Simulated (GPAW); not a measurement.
Runs of GPAW 26.7.0 on CoO. Symmetry: I4/mmm, No. 139, tetragonal system. The conventional cell has a = 3.056 Å, b = 3.056 Å, c = 4.270 Å, α = 90.00°, β = 90.00°, γ = 90.00°. Co (site symmetry 4/mmm) is surrounded by 6 O at 2.13 to 2.16 Å. O (site symmetry 4/mmm) is surrounded by 6 Co at 2.13 to 2.16 Å. 

```tsv
cell	site radius	gap on the mesh (eV)	moment (μB)
I4/mmm, 9.97 Å³/atom	1.014	none	(a)
I4/mmm, 9.39 Å³/atom	0.994	none	2.78
I4/mmm, 9.78 Å³/atom	1.008	none	2.90
I4/mmm, 9.58 Å³/atom	1.001	none	2.86
```

Alike in all rows: task magnons; level LDA; potentials or basis the program's PAW data sets (release 1.2.1) made for this functional, pw; spin collinear, ferromagnetic start; k mesh 10 × 10 × 10; cutoff (eV) 550; smearing fermi-dirac 0.05 eV; the mesh is coarse, so values aren't converged.

Question: Estimate the missing entries.

Answer: (a) 2.94.

Caveats: all runs use coarse meshes; the number of bands moves the energies at small q by some ten meV; the exchange constants hang on this mesh and on the site radius; magnon energies are noisy on this mesh; a cell with one magnetic atom can't hold antiferromagnetic order, which such compounds often take; semilocal functionals often make such compounds metallic where correlation or magnetic order opens a gap, which also shifts bond lengths.

A gap of «none» marks a metal or a gap under the smearing width.
